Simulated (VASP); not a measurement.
Elastic constants (GPa) of a crystal from PBEsol GGA, VASP's PBE PAW potentials (set 64) (VASP):

|  | xx | yy | zz | yz | xz | xy |
|---|---|---|---|---|---|---|
| xx | 72.6 | 41.4 | 41.4 | 0.0 | 0.0 | 0.0 |
| yy | 41.4 | 72.6 | 41.4 | 0.0 | 0.0 | 0.0 |
| zz | 41.4 | 41.4 | 72.6 | 0.0 | 0.0 | 0.0 |
| yz | 0.0 | 0.0 | 0.0 | 32.3 | 0.0 | 0.0 |
| xz | 0.0 | 0.0 | 0.0 | 0.0 | 32.3 | 0.0 |
| xy | 0.0 | 0.0 | 0.0 | 0.0 | 0.0 | 32.3 |

Problem. Work out the Voigt, Reuss and Hill moduli, Young's modulus and Poisson's ratio.

Solution. All eigenvalues are positive (smallest 31.2 GPa), so the crystal is stable. K_V = (C11+C22+C33+2(C12+C13+C23))/9 = (217.8 + 2×124.2)/9 = 51.8 GPa; G_V = (217.8 − 124.2 + 3×96.9)/15 = 25.6 GPa. From the compliances, K_R = 51.8 GPa and G_R = 22.6 GPa. Hill: K = 51.8 GPa, G = 24.1 GPa, E = 9KG/(3K+G) = 62.6 GPa, ν = (3K−2G)/(2(3K+G)) = 0.298. K/G = 2.15, above Pugh's 1.75; universal anisotropy A^U = 0.66.

Problem. With a density of 5.75 g/cm³, what are the mean sound speeds?

Solution. v_l = √((K+4G/3)/ρ) = 3.82 km/s and v_t = √(G/ρ) = 2.05 km/s. The crystal is ZnTe (zinc blende), cubic.

The compound is ZnTe in the zinc blende structure. It was relaxed first.
